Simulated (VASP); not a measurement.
Wanted: the native input for a VASP 6.6.1 run.

```
Task                   : relaxation of cell and atoms
Functional             : PBEsol
Potentials or basis    : VASP PAW PBE potentials, release 64 (Hg, Se)
Cutoff                 : 600 eV
k mesh                 : 10 × 10 × 10
Occupations            : gaussian, width 0.03 eV
Spin                   : no spin polarisation
Further INCAR settings : ALGO = Normal; EDIFF = 1e-07; IBRION = 2; EDIFFG = -0.005; NSW = 90; ISIF = 3
```

The structure of HgSe lies in POSCAR:

```
HgSe                                    
1.0
   -0.0000000000      3.0728100866      3.0728100866
    3.0728100866      0.0000000000      3.0728100866
    3.0728100866      3.0728100866     -0.0000000000
  Hg              Se            
     1     1
Direct
     0.0000000000000000    0.0000000000000000    0.0000000000000000
     0.2500000000000000    0.2500000000000000    0.2500000000000000
```

The input as run:

INCAR

```
SYSTEM = HgSe
PREC = Accurate ; ENCUT = 600
EDIFF = 1E-7 ; ISMEAR = 0
SIGMA = 0.03 ; LREAL = .False.
LASPH = .True. ; NELM = 80
ALGO = Normal ; ISIF = 3
LWAVE = .False. ; LCHARG = .False.
GGA = PS ; IBRION = 2
NSW = 90 ; EDIFFG = -0.005
```

KPOINTS

```
regular mesh
0
Gamma
  10 10 10
  0 0 0
```

Potentials or basis: VASP PAW PBE potentials, release 64 (Hg, Se).

Launch:

```console
$ cat potpaw_PBE.64/Hg/POTCAR potpaw_PBE.64/Se/POTCAR > POTCAR
$ mpirun -np 1 vasp_std > vasp.out
```

Results of the run:

The pressure after relaxing is 0.0 GPa. The band gap on the k mesh is none (metal or under the smearing width).

Caveat: the relaxation stopped at its first step, so nothing moved; the PAW data sets were made with another functional, which shifts forces and pressure a little.

Run time: 32 s on 1 thread of Intel(R) Xeon(R) Platinum 8488C (Sapphire Rapids), with other jobs on the host, peak memory 0.22 GiB.
